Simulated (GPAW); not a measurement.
ZrN: band structure with LDA

Crystal: ZrN.

```
CELL_PARAMETERS angstrom
0.00000 2.30000 2.30000
2.30000 0.00000 2.30000
2.30000 2.30000 0.00000
ATOMIC_POSITIONS crystal
Zr 0.50000 0.50000 0.50000
N 0.00000 0.00000 0.00000
```

* Program: GPAW 26.7.0
* Task: band structure
* Functional: LDA
* Potentials or basis: HGH pseudopotentials
* Cutoff: 1600 eV
* Basis: pw
* k mesh: 8 × 8 × 8
* Occupations: fermi-dirac, width 0.05 eV
* Spin: no spin polarisation
* Maxiter: 150
* Band path: GXWKGLUWLK,UX
* Band points: 100

```yaml
Pressure: -23.9 GPa
Band_gap_along_the_path: none (metal or under the smearing width)
```

Levels at the corners of the path, in eV from the Fermi level:
| point | band 2 | band 3 | band 4 | band 5 | band 6 | band 7 |
| --- | --- | --- | --- | --- | --- | --- |
| Γ | -2.44 | -2.44 | -2.44 | -0.51 | -0.51 | -0.51 |
| X | -4.97 | -3.48 | -3.17 | -3.17 | 3.15 | 4.46 |
| W | -5.40 | -5.00 | -5.00 | 1.06 | 1.06 | 4.47 |
| K | -5.61 | -5.07 | -4.49 | -0.66 | 3.40 | 3.61 |
| Γ | -2.44 | -2.44 | -2.44 | -0.51 | -0.51 | -0.51 |
| L | -7.71 | -5.67 | -5.67 | 2.96 | 2.97 | 2.97 |
| U | -5.61 | -5.07 | -4.49 | -0.66 | 3.40 | 3.61 |
| W | -5.40 | -5.00 | -5.00 | 1.06 | 1.06 | 4.47 |
| L | -7.71 | -5.67 | -5.67 | 2.96 | 2.97 | 2.97 |
| K | -5.61 | -5.07 | -4.49 | -0.66 | 3.40 | 3.61 |
| U | -5.61 | -5.07 | -4.49 | -0.66 | 3.40 | 3.61 |
| X | -4.97 | -3.48 | -3.17 | -3.17 | 3.15 | 4.46 |

Wall time 39 s on 1 thread of Intel(R) Xeon(R) 6975P-C (Granite Rapids), on a shared host, peak memory 0.46 GiB.

Caveat: so large a pressure means that the cell lies far from this level's equilibrium, or that cutoff or potentials fall short; HGH potentials are hard and often keep d shells in the core, so these values are rough.
